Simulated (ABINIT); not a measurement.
Crystal: KI.

```
CELL_PARAMETERS angstrom
0.00000 3.53277 3.53277
3.53277 0.00000 3.53277
3.53277 3.53277 0.00000
ATOMIC_POSITIONS crystal
I 0.50000 0.50000 0.50000
K 0.00000 0.00000 0.00000
```

Base run:

* Program: ABINIT 10.8.3 (patched build)
* Functional: HSE06
* Potentials or basis: SPMS NC PBE v1.0
* Cutoff: 381 eV
* k mesh: 4 × 4 × 4
* Occupations: fixed
* Spin: no spin polarisation

Its results: band gap on the k mesh 4.84 eV, direct; pressure 0.4 GPa.

Problem. The run is repeated on the same cell with these changes: functional from HSE06 to PBEsol. What comes out?

Solution. Band gap on the k mesh 3.80 eV, direct; pressure -0.2 GPa.

HSE06 gives the wider gap, since exact exchange removes part of the self-interaction.

Caveats: the potentials were made for another functional, which shifts forces and pressure; spin-orbit coupling is left out, which moves the levels of the heavy elements; Libxc's HSE differs a little from that of other programs (some runs).

